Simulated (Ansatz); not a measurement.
# Hg: the cost of one run

Computed with Ansatz 0.2.0 (DFT r2SCAN, scalar-relativistic, plane waves, PAW).

1 further run of the same task is left out (set aside as unsound or not needed).

### Step 1. The system as given

Symmetry: R-3m, No. 166, trigonal system. The conventional cell has a = 3.460 Å, b = 3.460 Å, c = 6.702 Å, α = 90.00°, β = 90.00°, γ = 120.00°. Hg (site symmetry -3m) has 6 Hg at 3.00 Å as nearest neighbours.

Structure file:

```xyz
1
Lattice="1.7300 0.9988 2.2340 -1.7300 0.9988 2.2340 0.0000 -1.9976 2.2340" Properties=species:S:1:pos:R:3 pbc="T T T"
Hg    0.0000    0.0000    0.0000
```

The structure comes from the Crystallography Open Database.

### Step 2. Another functional, on a distorted cell: r2SCAN

Against the listed cell: strain xx, yy, zz, yz, xz, xy = +0.7, +0.7, +0.7, +0.0, +0.0, +0.0 %.

input.yaml

```yaml
crystal:
  lattice:
    - [1.7422834585, 1.0059078238, 2.2498614]
    - [-1.7422834585, 1.0059078238, 2.2498614]
    - [0.0, -2.0118156475, 2.2498614]
  atoms:
    - { symbol: Hg, position: [0.0, 0.0, 0.0] }
basis:
  ecutwfc: 500
kpoints:
  mp_grid: { grid: [15, 15, 15] }
hamiltonian:
  xc: r2scan
scf:
  occupations: { method: gaussian, width: 0.1 }
output:
  forces: true
  stress: true
  eigenvalues: true
  populations: true
```

Q: Estimate wall time and peak memory on 1 thread of an x86-64 CPU, shared host.

About 11 s, with a peak of 0.51 GiB.
